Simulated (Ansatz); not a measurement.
## CdTe: single point with HSE06

**The experiment to reproduce.**

From a printed reference work, data compilation, for a bulk crystal of CdTe at 0 K: band gap 1.607 eV.

Crystal: CdTe.

```
Te Cd
1.0
     0.00000    3.20500    3.20500
     3.20500    0.00000    3.20500
     3.20500    3.20500    0.00000
Te Cd
1 1
Direct
  0.75000 0.75000 0.75000
  0.00000 0.00000 0.00000
```

```json
{
  "Program": "Ansatz 0.2.0",
  "Task": "single point",
  "Functional": "HSE06",
  "Potentials or basis": "all-electron PAW datasets made for the crystal",
  "Cutoff": "270 eV (chosen from the basis error)",
  "k mesh": "6 × 6 × 6",
  "Occupations": "fermi-dirac, width 0.05 eV",
  "Spin": "no spin polarisation"
}
```

* Pressure: 3.3 GPa
* Band gap on the k mesh: 1.75 eV, direct

Levels at points of the mesh, in eV from the valence-band top:
```
             k point  band 15  band 16  band 17  band 18  band 19
  (0.00, 0.00, 0.00)    -9.45     0.00     0.00     0.00     1.75
 (0.00, 0.00, -0.50)    -8.96    -4.95    -0.88    -0.88     2.69
(0.00, -0.50, -0.50)    -8.76    -4.78    -2.12    -2.12     3.20
```

Run time: 11 min on 1 thread of Arm Neoverse V1 (shared host), peak memory 1.2 GiB.

A measured gap of CdTe is 1.607 eV (0 K; a printed reference work, data compilation); the calculated 1.75 eV misses it by +0.14 eV. Spin-orbit coupling on Cd, Te is left out. The value is that of HSE06, without temperature or zero-point motion.

Caveat: spin-orbit coupling is left out, which moves the levels of the heavy elements.
